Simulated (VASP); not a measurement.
# BaTiO3 (P4mm) in VASP: notebook

The runs below take BaTiO3 through single point, with PBE.

Program: VASP 6.6.1. These are calculated values, not measurements. Logs are shortened: lines on timing, memory, paths and dates and some standing lists are left out, and cuts for length are marked.

### 1 The structure

Symmetry: P4mm, No. 99, tetragonal system. The conventional cell has a = 4.000 Å, b = 4.000 Å, c = 4.018 Å, α = 90.00°, β = 90.00°, γ = 90.00°. Ba (site symmetry 4mm) is surrounded by 12 O at 2.79 to 2.88 Å. Ti (site symmetry 4mm) has 6 O at 1.89 to 2.13 Å as nearest neighbours. Around O (site symmetry 2mm) lie 2 Ti at 2.00 Å. O (site symmetry 4mm) is surrounded by 2 Ti at 1.89 to 2.13 Å.

### 2 Single point, PBE

File INCAR:

```
SYSTEM = BaTiO3
PREC = Normal ; ENCUT = 520
EDIFF = 1E-7 ; ISMEAR = 0
SIGMA = 0.05 ; LREAL = .False.
LASPH = .True. ; NELM = 100
ALGO = Normal ; ISIF = 2
LWAVE = .False. ; LCHARG = .False.
GGA = PE ; NBANDS = 28
ADDGRID = .False.
```

File KPOINTS:

```
regular mesh
0
Gamma
  7 7 7
  0 0 0
```

File POSCAR:

```
BaTiO3
1.0
    3.9998000000      0.0000000000      0.0000000000
    0.0000000000      3.9998000000      0.0000000000
    0.0000000000      0.0000000000      4.0180000000
Ba Ti O
1 1 3
Direct
    0.0050340000     -0.0151990000     -0.0081960000
    0.5109990000      0.5026790000      0.4796360000
   -0.0079330000      0.4990990000      0.5319510000
    0.5087000000     -0.0034200000      0.5100070000
    0.5274750000      0.4823970000      0.0100750000
```

Potentials or basis: VASP PAW PBE potentials, release 64 (Ba_sv, Ti_sv, O).

Launch:

```console
> cat potpaw_PBE.64/Ba_sv/POTCAR potpaw_PBE.64/Ti_sv/POTCAR potpaw_PBE.64/O/POTCAR > POTCAR
> mpirun -np 1 vasp_std > vasp.out
```

OUTCAR:

```text
SYSTEM = BaTiO3
   PREC = Normal
   ENCUT = 520
   EDIFF = 1E-7
   ISMEAR = 0
   LREAL = .False.
   LASPH = .True.
   NELM = 100
   ISIF = 2
   GGA = PE

 Found    172 irreducible k-points:

 Following reciprocal coordinates:
            Coordinates               Weight
  0.000000  0.000000  0.000000      1.000000
  0.142857  0.000000  0.000000      2.000000
  0.000000  0.142857  0.000000      2.000000
  0.285714  0.000000  0.000000      2.000000
  0.000000  0.285714  0.000000      2.000000
  0.428571  0.000000  0.000000      2.000000
   k-points           NKPTS =    172   k-points in BZ     NKDIM =    172   number of bands    NBANDS=     28
   number of dos      NEDOS =    301   number of ions     NIONS =      5
   total plane-waves  NPLWV =  13824
   dimension x,y,z NGX =    24 NGY =   24 NGZ =   24
   dimension x,y,z NGXF=    48 NGYF=   48 NGZF=   48
   ions per type =               1   1   3
   NGX,Y,Z   is equivalent  to a cutoff of   9.98,  9.98,  9.93 a.u.
   NGXF,Y,Z  is equivalent  to a cutoff of  19.95, 19.95, 19.86 a.u.
 SYSTEM =  BaTiO3
   PREC   = normal    normal or accurate (medium, high low for compatibility)
   ISTART =      0    job   : 0-new  1-cont  2-samecut
   ICHARG =      2    charge: 1-file 2-atom 10-const
   ISPIN  =      1    spin polarized calculation?
   LNONCOLLINEAR =      F non collinear calculations
   LSORBIT =      F    spin-orbit coupling
   LASPH  =      T    aspherical Exc in radial PAW
   ENCUT  =  520.0 eV  38.22 Ry    6.18 a.u.   7.44  7.44  7.47*2*pi/ulx,y,z
   NELM   =    100;   NELMIN=  2; NELMDL= -5     # of ELM steps
   EDIFF  = 0.1E-06   stopping-criterion for ELM
   LREAL  =      F    real-space projection
   EDIFFG = 0.1E-05   stopping-criterion for IOM
   NSW    =      0    number of steps for IOM
   IBRION =     -1    ionic relax: 0-MD 1-quasi-New 2-CG
   NFREE  =      0    steps in history (QN), initial steepest desc. (CG)
   ISIF   =      2    stress and relaxation
   ISYM   =      2    0-nonsym 1-usesym 2-fastsym
   POTIM  = 0.5000    time-step for ionic-motion
   TEBEG  =    0.0;   TEEND  =   0.0 temperature during run
   PSTRESS=    0.0 pullay stress
   NELECT =      40.0000    total number of electrons
   NUPDOWN=      -1.0000    fix difference up-down
   EMIN   =  10.00;   EMAX   =-10.00  energy-range for DOS
   EFERMI =   0.00;   METHOD = LEGACY
   ISMEAR =     0;   SIGMA  =   0.05  broadening in eV -4-tet -1-fermi 0-gaus
   EFERMI_NEDOS =   21; number of points for ismear=-14 and -15
   IALGO  =     38    algorithm
   IMIX   =      4    mixing-type and parameters
     AMIX     =   0.40;   BMIX     =  1.00
     AMIX_MAG =   1.60;   BMIX_MAG =  1.00
  volume/ion in A,a.u.               =      12.86        86.76
  Fermi-wavevector in a.u.,A,eV,Ry     =   1.397653  2.641181 26.578078  1.953434
  Thomas-Fermi vector in A             =   2.520888
   LORBIT       =      0    0 simple, 1 ext, 2 COOP (PROOUT), +10 PAW based schemes
   GGA     = PE    functional components
   LHFCALC =     F    Hartree Fock is set to
   AEXX    =    0.0000 exact exchange contribution
   IVDW    =     0    specifies the selected vdW correction
   LEPSILON=     F    determine dielectric tensor
   LRPA    =     F    only Hartree local field effects (RPA)
 non-spin polarized calculation
 Gauss-broadening in eV      SIGMA  =   0.05
  energy-cutoff  :      520.00
  volume of cell :       64.28
 maximum number of plane-waves:      1755
   NGX = 15   NGY = 15   NGZ = 15

 number of electron      40.0000023 magnetization

 Free energy of the ion-electron system (eV)
  ---------------------------------------------------
  ext. energy  EPLUGINS =         0.00000000
  ---------------------------------------------------
  free energy    TOTEN  =       -39.87564801 eV

  energy without entropy =      -39.87564801  energy(sigma->0) =      -39.87564801

 E-fermi :   4.0615     XC(G=0): -11.2388

 val. band max:        3.7418232062   @ k =  -0.4286   0.4286   0.4286
 cond. band min:       5.6944538303   @ k =   0.0000   0.0000   0.0000
 fundamental gap:      1.9526306241
 Fermi energy:         4.0614627534

 k-point     1 :       0.0000    0.0000    0.0000
  band No.  band energies     occupation
      1     -52.7280      2.00000
      2     -28.9685      2.00000
      3     -28.9527      2.00000
      4     -28.9407      2.00000
      5     -21.0026      2.00000
      6     -13.0807      2.00000
[... 20 lines left out ...]
     27       8.9580      0.00000
     28      11.0783      0.00000

 k-point     2 :       0.1429    0.0000    0.0000
  band No.  band energies     occupation
      1     -52.7278      2.00000
      2     -28.9685      2.00000
      3     -28.9621      2.00000
      4     -28.9404      2.00000
      5     -20.9805      2.00000
      6     -13.0967      2.00000
[... 20 lines left out ...]
     27       9.3298      0.00000
     28      11.5523      0.00000

 k-point     3 :       0.0000    0.1429    0.0000
  band No.  band energies     occupation
      1     -52.7278      2.00000
      2     -28.9682      2.00000
      3     -28.9523      2.00000
      4     -28.9507      2.00000
      5     -20.9801      2.00000
      6     -13.1007      2.00000
[... 20 lines left out ...]
     27       9.3168      0.00000
     28      11.5524      0.00000

 k-point     4 :       0.2857    0.0000    0.0000
  band No.  band energies     occupation
      1     -52.7274      2.00000
      2     -28.9845      2.00000
      3     -28.9669      2.00000
      4     -28.9395      2.00000
      5     -20.9300      2.00000
      6     -13.1880      2.00000
[... 20 lines left out ...]
     27      10.2614      0.00000
     28      12.2169      0.00000

 k-point     5 :       0.0000    0.2857    0.0000
  band No.  band energies     occupation
      1     -52.7274      2.00000
      2     -28.9732      2.00000
      3     -28.9670      2.00000
      4     -28.9514      2.00000
      5     -20.9287      2.00000
      6     -13.2028      2.00000
[... 20 lines left out ...]
     27      10.2306      0.00000
     28      12.1451      0.00000

 k-point     6 :       0.4286    0.0000    0.0000
  band No.  band energies     occupation
      1     -52.7270      2.00000
      2     -29.0017      2.00000
      3     -28.9663      2.00000
      4     -28.9388      2.00000
      5     -20.8887      2.00000
      6     -13.2941      2.00000
[... 20 lines left out ...]
     27      11.2410      0.00000
     28      12.1373      0.00000

 [... further k-points ...]

------------------------ aborting loop because EDIFF is reached ----------------------------------------

  FORCE on cell =-STRESS in cart. coord.  units (eV):
  Direction    XX          YY          ZZ          XY          YZ          ZX
  --------------------------------------------------------------------------------------
  -------------------------------------------------------------------------------------
  Total        1.7578409      1.8476122      2.1789500      0.0442117     -0.0280348     -0.0537895
  in kB       43.8130680     46.0505612     54.3089437      1.1019490     -0.6987507     -1.3406695
  external PRESSURE =      48.0575243 kB  Pullay stress =       0.0000000 kB

 VOLUME and BASIS-vectors are now :
 -----------------------------------------------------------------------------
  energy-cutoff  :      520.00
  volume of cell :       64.28
      direct lattice vectors                 reciprocal lattice vectors
     3.999800000  0.000000000  0.000000000     0.250012501  0.000000000  0.000000000
     0.000000000  3.999800000  0.000000000     0.000000000  0.250012501  0.000000000
     0.000000000  0.000000000  4.018000000     0.000000000  0.000000000  0.248880040

 POSITION                                       TOTAL-FORCE (eV/Angst)
 -----------------------------------------------------------------------------------
      0.02013      3.93901      3.98507         0.135319      0.362075      0.147713
      2.04389      2.01062      1.92718         0.297353     -0.207662      0.070396
      3.96807      1.99630      2.13738         0.645717     -0.073632     -0.690419
      2.03470      3.98612      2.04921        -0.351901     -0.364356     -0.231733
      2.10979      1.92949      0.04048        -0.726487      0.283575      0.704042
 -----------------------------------------------------------------------------------
    total drift:                                0.000688     -0.000980      0.000359

  FREE ENERGIE OF THE ION-ELECTRON SYSTEM (eV)
  ---------------------------------------------------
  free  energy   TOTEN  =       -39.8756480073 eV

  energy  without entropy=      -39.8756480073  energy(sigma->0) =      -39.87564801
```

Wall time 3 min (1 thread of Intel Xeon Platinum 8488C (Sapphire Rapids), shared host); peak memory 0.37 GiB.

The run converged, but some of its settings lie outside the range that counts as converged, so its numbers aren't taken as properties of the crystal.

What came out:

```yaml
Free_energy: -39.8756 eV
Pressure: 4.8 GPa
Largest_force: 1.051 eV/Å
Band_gap_on_the_k_mesh: 1.95 eV, indirect (least direct gap 2.15 eV)
```

Caveat: spin-orbit coupling is left out, which moves the levels of the heavy elements; an odd mesh through Γ misses points on the zone boundary, where band edges often lie.

### 3 Single point, PBE

File INCAR:

```
SYSTEM = BaTiO3
PREC = Accurate ; ENCUT = 520
EDIFF = 1E-7 ; ISMEAR = 0
SIGMA = 0.05 ; LREAL = Auto
LASPH = .True. ; NELM = 100
ALGO = Normal ; ISIF = 2
LWAVE = .False. ; LCHARG = .False.
GGA = PE ; NBANDS = 28
ADDGRID = .False.
```

KPOINTS is that of step 2.

File POSCAR:

```
BaTiO3
1.0
    3.9998000000      0.0000000000      0.0000000000
    0.0000000000      3.9998000000      0.0000000000
    0.0000000000      0.0000000000      4.0180000000
Ba Ti O
1 1 3
Direct
    0.0000000000      0.0000000000      0.0000000000
    0.5000000000      0.5000000000      0.4900000000
    0.0000000000      0.5000000000      0.5170000000
    0.5000000000      0.0000000000      0.5170000000
    0.5000000000      0.5000000000      0.0190000000
```

Potentials or basis: VASP PAW PBE potentials, release 64 (Ba_sv, Ti_sv, O).

Launch:

```console
> cat potpaw_PBE.64/Ba_sv/POTCAR potpaw_PBE.64/Ti_sv/POTCAR potpaw_PBE.64/O/POTCAR > POTCAR
> mpirun -np 1 vasp_std > vasp.out
```

It took 2.6 min on 1 thread of Intel Xeon Platinum 8488C (Sapphire Rapids), shared host; peak memory 0.19 GiB.

These settings aren't checked as converged: the numbers below hold their error.

What came out:

| Quantity | Value |
| --- | --- |
| Free energy | -39.9841 eV |
| Pressure | 4.2 GPa |
| Largest force | 0.276 eV/Å |
| Band gap on the k mesh | 1.87 eV, indirect (least direct gap 2.06 eV) |

Caveat: spin-orbit coupling is left out, which moves the levels of the heavy elements; an odd mesh through Γ misses points on the zone boundary, where band edges often lie.

### 4 Single point, PBE

INCAR is that of step 3.

KPOINTS is that of step 3.

File POSCAR:

```
BaTiO3
1.0
    3.9998000000      0.0000000000      0.0000000000
    0.0000000000      3.9998000000      0.0000000000
    0.0000000000      0.0000000000      4.0180000000
Ba Ti O
1 1 3
Direct
    0.0050340000     -0.0151990000     -0.0081960000
    0.5109990000      0.5026790000      0.4796360000
   -0.0079330000      0.4990990000      0.5319510000
    0.5087000000     -0.0034200000      0.5100070000
    0.5274750000      0.4823970000      0.0100750000
```

Launch:

```console
> cat potpaw_PBE.64/Ba_sv/POTCAR potpaw_PBE.64/Ti_sv/POTCAR potpaw_PBE.64/O/POTCAR > POTCAR
> mpirun -np 1 vasp_std > vasp.out
```

It took 8.6 min on 1 thread of Intel Xeon Platinum 8488C (Sapphire Rapids), shared host; peak memory 0.3 GiB.

The run converged, but some of its settings lie outside the range that counts as converged, so its numbers aren't taken as properties of the crystal.

What came out:

```yaml
Free_energy: -39.8776 eV
Pressure: 4.8 GPa
Largest_force: 1.051 eV/Å
Band_gap_on_the_k_mesh: 1.95 eV, indirect (least direct gap 2.15 eV)
```

Caveat: spin-orbit coupling is left out, which moves the levels of the heavy elements; an odd mesh through Γ misses points on the zone boundary, where band edges often lie.

### 5 Single point, PBE

File INCAR:

```
SYSTEM = BaTiO3
PREC = Accurate ; ENCUT = 520
EDIFF = 1E-5 ; ISMEAR = 0
SIGMA = 0.05 ; LREAL = .False.
LASPH = .True. ; NELM = 100
ALGO = Normal ; ISIF = 2
LWAVE = .False. ; LCHARG = .False.
GGA = PE ; NBANDS = 28
ADDGRID = .False.
```

KPOINTS is that of step 4.

File POSCAR:

```
BaTiO3
1.0
    3.9998000000      0.0000000000      0.0000000000
    0.0000000000      3.9998000000      0.0000000000
    0.0000000000      0.0000000000      4.0180000000
Ba Ti O
1 1 3
Direct
    0.0000000000      0.0000000000      0.0000000000
    0.5000000000      0.5000000000      0.4900000000
    0.0000000000      0.5000000000      0.5170000000
    0.5000000000      0.0000000000      0.5170000000
    0.5000000000      0.5000000000      0.0190000000
```

Launch:

```console
> cat potpaw_PBE.64/Ba_sv/POTCAR potpaw_PBE.64/Ti_sv/POTCAR potpaw_PBE.64/O/POTCAR > POTCAR
> mpirun -np 1 vasp_std > vasp.out
```

Wall time 48 s (1 thread of Intel Xeon Platinum 8488C (Sapphire Rapids), shared host); peak memory 0.21 GiB.

The run converged, but some of its settings lie outside the range that counts as converged, so its numbers aren't taken as properties of the crystal.

What came out:

```
Free energy            : -39.9822 eV
Pressure               : 4.1 GPa
Largest force          : 0.273 eV/Å
Band gap on the k mesh : 1.87 eV, indirect (least direct gap 2.06 eV)
```

Caveat: spin-orbit coupling is left out, which moves the levels of the heavy elements; an odd mesh through Γ misses points on the zone boundary, where band edges often lie.

### 6 For comparison

An earlier run on the cell as given: functional PBEsol; potentials or basis VASP PAW PBE potentials, release 64 (Ba_sv, Ti_sv, O); cutoff 520 eV; k mesh 7 × 7 × 7; occupations fermi-dirac, width 0.05 eV; no spin polarisation.

- Pressure: -2.0 GPa
- Largest force: 0.323 eV/Å
- Band gap on the k mesh: 1.82 eV, indirect (least direct gap 2.02 eV)
